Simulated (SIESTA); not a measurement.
CdS (Greenockite):

```xyz
4
Lattice="4.1500 0.0000 0.0000 -2.0750 3.5940 0.0000 0.0000 0.0000 6.7370" Properties=species:S:1:pos:R:3 pbc="T T T"
Cd    2.0750    1.1980    3.3685
Cd    0.0000    2.3960    0.0000
S     2.0750    1.1980    5.8949
S     0.0000    2.3960    2.5264
```

Base run:

- Program: SIESTA 5.4.2
- Functional: PBE
- Potentials or basis: PseudoDojo 0.4 standard (PBE files)
- Basis: DZP (energy shift 0.002 Ry)
- Grid cutoff: 800 Ry
- Energy shift: 0.002 Ry
- k mesh: 7 × 7 × 4
- Occupations: fermi-dirac, width 0.05 eV
- Spin: no spin polarisation

Its results: band gap on the k mesh 1.42 eV, direct; pressure 2.9 GPa; largest force 0.076 eV/Å.

**Question.** After a change of settings the same cell gave: band gap on the k mesh 1.44 eV, direct; pressure 6.1 GPa; largest force 0.077 eV/Å. Which change was it?
A. functional from PBE to WC; potentials or basis from PseudoDojo 0.4 standard (PBE files) to PseudoDojo 0.4 standard (PBEsol files)
B. potentials or basis from PseudoDojo 0.4 standard (PBE files) to PseudoDojo 0.5 standard (PBE files)
C. functional from PBE to BLYP

**Answer.** C.

BLYP binds less tightly than PBE, so the same cell stands under more pressure.

Caveats: semicore shells carry a single zeta, which can move pressures by several GPa and volumes by a few percent; the basis of atomic orbitals isn't converged, which shifts pressures, moduli and gaps; an odd mesh through Γ misses points on the zone boundary, where band edges often lie (some runs); the potentials were made for another functional, which shifts forces and pressure (some runs).

Not every run made on this cell is shown here.
